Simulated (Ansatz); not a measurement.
**GaN under strain — Ga-71 NMR of the central transition**

Cell: a structure deposited in the COD, relaxed with PBE at fixed cell and then changed (z stretched by 3 %, ions relaxed).

```yaml
crystal:
  lattice:
    - [3.18000, 0.00000, 0.00000]
    - [-1.59000, 2.75396, 0.00000]
    - [0.00000, 0.00000, 5.32098]
  atoms:
    - { symbol: Ga, position: [0.33333, 0.66667, 0.00623] }
    - { symbol: Ga, position: [0.66667, 0.33333, 0.50623] }
    - { symbol: N, position: [0.33333, 0.66667, 0.37877] }
    - { symbol: N, position: [0.66667, 0.33333, 0.87877] }
```

Atoms are numbered from 1 in the order listed; like atoms form one site, named after its first atom.

Level of theory: DFT, PBE, plane waves and PAW, scalar-relativistic, 420 eV cutoff, Γ-centred 11×11×6 k-points, Fermi–Dirac smearing 0.02 eV (Ansatz 0.2.0).

Ga-71 has I = 3/2 and Q = 107.0 mb (Pyykkö 2018); at 21.1 T its Larmor frequency is ν₀ = 274.7 MHz. Only the quadrupole interaction is simulated: positions count from each site's isotropic chemical shift, and J coupling is left out, as are shift anisotropy and dipolar coupling, which fast spinning averages.

Simulated pattern of one Ga site (fast magic-angle spinning, Gaussian broadening 0.03 kHz):

(offset (kHz), height): (-1.164, 0), (-1.137, 0), (-1.109, 3), (-1.082, 4), (-1.055, 5), (-1.027, 4), (-1.000, 5), (-0.973, 5), (-0.945, 5), (-0.918, 5), (-0.891, 5), (-0.863, 5), (-0.836, 5), (-0.809, 5), (-0.781, 6), (-0.754, 6), (-0.727, 11), (-0.699, 66), (-0.672, 71), (-0.645, 49), (-0.617, 41), (-0.590, 37), (-0.562, 35), (-0.535, 33), (-0.508, 33), (-0.480, 32), (-0.453, 32), (-0.426, 32), (-0.398, 33), (-0.371, 34), (-0.344, 35), (-0.316, 37), (-0.289, 39), (-0.262, 43), (-0.234, 50), (-0.207, 63), (-0.180, 100), (-0.152, 66), (-0.125, 3), (-0.098, 0)

(1) Which |C_Q| and η does the pattern imply?

## Answers

(1) The pattern spans 0.957 kHz before broadening and its centre of gravity is at -0.446 kHz, which fixes P_Q; the places of the horns and steps fix η. That gives P_Q = 2.21 MHz, |C_Q| = 2.21 MHz and η = 0.00. The sign of C_Q can't be read from the pattern.

An axis of threefold or higher order runs through Ga, so V_zz lies along it and η is zero.

The relaxation (4 steps) took 16 s of wall time (16 s of CPU time) and 0.48 GiB at its peak, on 1 thread of Intel Xeon Platinum 8488C (Sapphire Rapids) (x86_64; 16 cores open to the job, memory cap 3.0 GiB, no GPU), a shared host with a load of 0.4 a core.
